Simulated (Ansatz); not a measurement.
What biaxial strain −2.44 %, plane normal [110], relaxed out of plane does to AlSb

The reference is AlSb in the zinc blende structure (space group F-43m, No. 216; a = 6.1570 Å). Axes: x, y, z lie along the cube axes.

Perturbation: biaxial strain −2.44 %, plane normal [110], relaxed out of plane (Cartesian); in-plane vectors clamped, the third vector and the atoms free.

The values are results of PBEsol (Ansatz, a program for electronic structure, PAW, scalar-relativistic without spin-orbit coupling), not measurements. k-mesh 13×13×13 (Γ-centred); smearing 0.05 eV (Fermi–Dirac).

Space group: Imm2 (No. 44) (base F-43m (No. 216))
Shortest interatomic distance: 2.627 Å (base 2.666 Å)
Energy relative to the base (free energy F): +12 meV/atom
Band gap: 0.68 eV (base 1.14 eV)
Gap character: indirect, Γ → X
Valence-band top at Γ (three highest levels, from the VBM): 0.00, -0.10, -0.36 eV (base 0.00, 0.00, 0.00 eV)
Out-of-plane strain: +1.79 %
Ratio −ε⊥/ε∥: 0.73
Mean in-plane stress (compression positive): +2.7 GPa

With Sb present, leaving out spin-orbit coupling can change the band edges. Whether these cells are dynamically stable was not tested. Labels are those of the standard path for the cell's own space group.
